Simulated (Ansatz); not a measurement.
# RbBr: response to strain

Aim: deform RbBr (zz strain of +1 %) and compute stress, forces and field gradients with LAPW, PAW and all-electron datasets made for the crystal.

Program: Ansatz 0.2.0. Level of theory: DFT PBEsol, scalar-relativistic. These are calculated values, not measurements.

## 1. The system as given

It takes space group Fm-3m (No. 225, cubic). The conventional cell has a = 6.855 Å, b = 6.855 Å, c = 6.855 Å, α = 90.00°, β = 90.00°, γ = 90.00°. Around Rb (site symmetry m-3m) lie 6 Br at 3.43 Å. Br (site symmetry m-3m) is surrounded by 6 Rb at 3.43 Å.

As a file:

```
CELL_PARAMETERS angstrom
0.00000 3.42750 3.42750
3.42750 0.00000 3.42750
3.42750 3.42750 0.00000
ATOMIC_POSITIONS crystal
Rb 0.00000 0.00000 0.00000
Br 0.50000 0.50000 0.50000
```

Atoms are numbered in the order of the input: Rb1, Br2.

## 2. The deformed structure

Space group Fm-3m before, I4/mmm after.

## 3. LAPW, all electrons

Contents of input.yaml:

```yaml
crystal:
  lattice:
    - [0.0, 3.4275, 3.461775]
    - [3.4275, 0.0, 3.461775]
    - [3.4275, 3.4275, 0.0]
  atoms:
    - { symbol: Rb, position: [0.0, 0.0, 0.0] }
    - { symbol: Br, position: [0.5, 0.5, 0.5] }
kpoints:
  mp_grid: { grid: [7, 7, 7] }
  band_path:
    path:
      - [0.0, 0.0, 0.0]
      - [0.0, 0.5, 0.5]
      - [0.25, 0.75, 0.5]
      - [0.0, 0.5, 0.0]
      - [0.0, 0.0, 0.0]
      - [0.5, 0.5, 0.0]
      - [0.3725370062, 0.6274629938, 0.0]
      - [-0.3725370062, 0.3725370062, 0.0]
      - [0.0, 0.0, 0.0]
    npoints: 5
scf:
  occupations: { method: fermi_dirac, width: 0.03 }
hamiltonian:
  xc: pbesol
  pseudopotentials: { kind: all_electron, lapw: { basis_error: 0.001 } }
output:
  forces: true
  stress: true
  eigenvalues: true
```

On the command line:

```
$ ansatz run input.yaml --threads 1 --pin off --max-ram 3072MiB --backend cpu --events-out ev --progress --plain --runs-dir out
```

## 4. PAW on the default files

Contents of input.yaml:

```yaml
crystal:
  lattice:
    - [0.0, 3.4275, 3.461775]
    - [3.4275, 0.0, 3.461775]
    - [3.4275, 3.4275, 0.0]
  atoms:
    - { symbol: Rb, position: [0.0, 0.0, 0.0] }
    - { symbol: Br, position: [0.5, 0.5, 0.5] }
kpoints:
  mp_grid: { grid: [7, 7, 7] }
scf:
  occupations: { method: fermi_dirac, width: 0.03 }
hamiltonian:
  xc: pbesol
  pseudopotentials: { kind: paw }
output:
  forces: true
  stress: true
  eigenvalues: true
  efg: { contact_densities: true }
```

## 5. Datasets made for this crystal

Changes to input.yaml since step 4:

```diff
@@ -14,3 +14,3 @@
   xc: pbesol
-  pseudopotentials: { kind: paw }
+  pseudopotentials: { kind: all_electron, datasets: crystal }
 output:
```

(Steps that only read results are left out.)

Before running it: what results should come out? Wanted: pressure; largest shear or deviatoric stress.

The runs gave:

| quantity | value |
| --- | --- |
| pressure | LAPW -0.19, PAW -0.19, crystal datasets -0.19 GPa |
| largest shear or deviatoric stress (LAPW) | 0.17 GPa |

What this shows: The largest part of the stress beyond the pressure is 0.17 GPa in size, in the zz component; the atoms are carried along and not relaxed. No run of the undeformed cell stands beside it, so the pressure holds what the given cell had before the change. PAW: stress within 0.01 GPa of LAPW. Crystal datasets: stress within 0.01 GPa of LAPW.
